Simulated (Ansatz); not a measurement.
**SrO at several levels of theory**

One geometry, relaxed with PBE, and single points on it; plane waves with PAW potentials in Ansatz, scalar-relativistic unless the row names spin-orbit coupling. No spin polarisation. Meshes are on the primitive cell of 2 atoms. Gaps are the least over mesh and band path; pressure is positive in compression. Smearing is Gaussian, 0.02 eV.

```cif
data_structure
_symmetry_space_group_name_H-M 'P 1'
_symmetry_Int_Tables_number 1
_cell_length_a 3.6732
_cell_length_b 3.6732
_cell_length_c 3.6732
_cell_angle_alpha 60.000
_cell_angle_beta 60.000
_cell_angle_gamma 60.000
_cell_volume 35.05
loop_
_atom_site_label
_atom_site_type_symbol
_atom_site_fract_x
_atom_site_fract_y
_atom_site_fract_z
_atom_site_occupancy
Sr1 Sr 0.50000 0.50000 0.50000 1
O1 O 0.00000 0.00000 0.00000 1
```

```csv
level,cutoff (eV),k mesh,gap (eV),pressure (GPa),rough cost with bands (core-min)
PBE,420,8×8×8,3.33,0.0,0.16
r2SCAN,500,8×8×8,3.81,-1.8,0.22
PBE with spin-orbit coupling,420,8×8×8,3.31,0.0,0.21
PBEsol,420,8×8×8,3.22,-3.6,0.16
```